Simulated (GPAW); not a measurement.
Runs of GPAW 26.7.0 on TiO2. It takes space group P4_2/mnm (No. 136, tetragonal). The conventional cell has a = 4.600 Å, b = 4.600 Å, c = 2.959 Å, α = 90.00°, β = 90.00°, γ = 90.00°. Around Ti (site symmetry mmm) lie 6 O at 1.95 to 1.98 Å. O (site symmetry m2m) is surrounded by 3 Ti at 1.95 to 1.98 Å. The cell is a database's computed one.

```tsv
task	level	potentials or basis	cell	k mesh	cutoff (eV)	maxiter	band path	band points	optimizer	fmax	other keys	gap on the mesh (eV)	pressure (GPa)	relaxed volume (Å³/atom)	largest force (eV/Å)
band structure	PW91	PAW data sets generated in the run's folder for this functional, pw	as given	4 × 4 × 6	800	150	GXMGZRAZ,XR,MA	60	-	-	-	1.87	(a)	-	0.02
single point	PBE	GPAW PAW data sets (gpaw-data 1.2.1), pw	as given	4 × 4 × 6	900	75	-	-	-	-	several, not listed	1.87	5.6	-	0.03
relaxation of cell and atoms	r2SCAN+D4	GPAW PAW data sets (gpaw-data 1.2.1), pw	relaxed	4 × 4 × 6	800	150	-	-	LBFGS	0.02 eV/Å	-	2.23	0.0	10.39	0.02
band structure	optB88-vdW	GPAW PAW data sets (gpaw-data 1.2.1), pw	as given	4 × 4 × 6	800	150	GXMGZRAZ,XR,MA	80	-	-	-	1.85	-	-	0.08
relaxation of cell and atoms	AM05	PAW data sets generated in the run's folder for this functional, pw	relaxed	4 × 4 × 6	800	150	-	-	BFGS	0.02 eV/Å	-	(b)	0.2	10.39	0.01
relaxation of cell and atoms	revPBE+D3(BJ)	the program's PAW data sets (release 1.2.1) made for this functional, pw	relaxed to 20 GPa	4 × 4 × 6	800	150	-	-	BFGS	0.05 eV/Å	-	1.98	20.1	-	0.02
single point	PBE	GPAW PAW data sets (gpaw-data 1.2.1), pw	as given	9 × 9 × 14	800	60	-	-	-	-	several, not listed	1.87	5.3	-	0.03
```

Alike in all rows: no spin polarisation; smearing fermi-dirac 0.05 eV.

Task: Fill in the values left out.

Result: (a) 4.5; (b) 1.86.

Caveats: later steps reuse the first step's grids (some runs); the PAW data sets were made with another functional, which shifts forces and pressure a little (some runs); an odd mesh through Γ misses points on the zone boundary, where band edges often lie (some runs).
